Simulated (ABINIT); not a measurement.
**MgS in ABINIT: the effect of functional**

MgS:

```xyz
2
Lattice="0.0000 2.8331 2.8331 2.8331 0.0000 2.8331 2.8331 2.8331 0.0000" Properties=species:S:1:pos:R:3 pbc="T T T"
S     1.4166    1.4166    1.4166
Mg    0.0000    0.0000    0.0000
```

The cell comes from a database or a generator and needn't be the stable form of this composition.

Alike in all runs:

| Item | Value |
| --- | --- |
| Program | ABINIT 10.8.3 (patched build) |
| Task | band structure |
| Potentials or basis | JTH PAW PBE v2.0 |
| Cutoff | 653 eV |
| k mesh | 8 × 8 × 8 |
| Occupations | fermi-dirac, width 0.05 eV |
| Spin | no spin polarisation |

```csv
functional,gap on the mesh (eV)
LDA,3.17
PBEsol,3.28
BLYP,?
AM05,3.43
r2SCAN,4.12
SCAN,4.11
TB-mBJ,5.17
```

Question: What does the run with functional BLYP give?

Answer: gap on the mesh 3.57 eV.

Caveats: the constant c of TB-mBJ comes from the pseudo density here, which moves gaps by up to 0.3 eV between sets of potentials (some runs).

